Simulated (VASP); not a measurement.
**SnS: relaxation of cell and atoms with PBE**

The system is SnS.

```
CELL_PARAMETERS angstrom
11.45209 0.00000 0.00000
0.00000 4.03472 0.00000
0.00000 0.00000 4.33562
ATOMIC_POSITIONS crystal
Sn 0.12242 0.25000 0.11801
Sn 0.37758 0.75000 0.61801
Sn 0.62242 0.25000 0.38199
Sn 0.87758 0.75000 0.88199
S 0.85234 0.25000 0.47565
S 0.64766 0.75000 0.97565
S 0.35234 0.25000 0.02435
S 0.14766 0.75000 0.52435
```

- Program: VASP 6.6.1
- Task: relaxation of cell and atoms
- Functional: PBE
- Potentials or basis: VASP PAW PBE potentials, release 64 (Sn, S)
- Cutoff: 300 eV
- k mesh: 2 × 4 × 3
- Occupations: gaussian, width 0.03 eV
- Spin: no spin polarisation
- Further INCAR settings: ALGO = Normal; EDIFF = 1e-07; IBRION = 2; EDIFFG = -0.005; NSW = 90; ISIF = 3

```yaml
Relaxed_volume: 25.09 Å³/atom
Relaxed_cell: a = 11.463 Å, b = 4.037 Å, c = 4.337 Å, α = 90.00°, β = 90.00°, γ = 90.00°
Space_group_after_relaxing_to_0.05_Å: Pnma (No. 62)
Energy_gained_by_relaxing: 0.0 meV/atom
Ionic_steps: 6
Pressure_after_relaxing: 0.0 GPa
Largest_force_after_relaxing: 0.003 eV/Å
Band_gap_on_the_k_mesh: 1.00 eV, indirect (least direct gap 1.23 eV)
```

Forces in eV/Å, atoms in the order of the input:
```
Sn   0.002  0.000 -0.002
Sn  -0.002  0.000 -0.002
Sn   0.002  0.000  0.002
Sn  -0.002  0.000  0.002
S   -0.003  0.000  0.001
S    0.003  0.000  0.001
S   -0.003  0.000 -0.001
S    0.003  0.000 -0.001
```

Final structure:
```yaml
crystal:
  lattice:
    - [11.46263, 0.00000, 0.00000]
    - [0.00000, 4.03684, 0.00000]
    - [0.00000, 0.00000, 4.33713]
  atoms:
    - { symbol: Sn, position: [0.12248, 0.25000, 0.11802] }
    - { symbol: Sn, position: [0.37752, 0.75000, 0.61802] }
    - { symbol: Sn, position: [0.62248, 0.25000, 0.38198] }
    - { symbol: Sn, position: [0.87752, 0.75000, 0.88198] }
    - { symbol: S, position: [0.85229, 0.25000, 0.47587] }
    - { symbol: S, position: [0.64771, 0.75000, 0.97587] }
    - { symbol: S, position: [0.35229, 0.25000, 0.02413] }
    - { symbol: S, position: [0.14771, 0.75000, 0.52413] }
```

Levels at points of the mesh, in eV from the valence-band top:
| k point | band 17 | band 18 | band 19 | band 20 | band 21 | band 22 | band 23 | band 24 |
| --- | --- | --- | --- | --- | --- | --- | --- | --- |
| (0.00, 0.00, 0.00) | -1.80 | -1.21 | -0.64 | -0.49 | 1.00 | 3.14 | 3.15 | 3.19 |
| (0.50, 0.00, 0.00) | -2.00 | -2.00 | -0.54 | -0.54 | 2.67 | 2.67 | 2.92 | 2.92 |
| (0.00, 0.50, 0.00) | -0.81 | -0.81 | -0.68 | -0.68 | 1.40 | 1.40 | 1.66 | 1.66 |
| (0.50, 0.50, 0.00) | -0.83 | -0.83 | -0.83 | -0.83 | 1.70 | 1.70 | 1.70 | 1.70 |

It took 33 s on 2 MPI ranks on Intel(R) Xeon(R) 6975P-C (Granite Rapids) (shared host), peak memory 0.18 GiB a rank.

Caveat: the k mesh is coarse (spacing up to 0.48 Å⁻¹), so the values aren't converged; the cutoff is under 1.25 times the usual one of these potentials, so pressure, stress and relaxed cells hold a basis-set (Pulay) error; spin-orbit coupling is left out, which moves the levels of the heavy elements; an odd mesh through Γ misses points on the zone boundary, where band edges often lie.
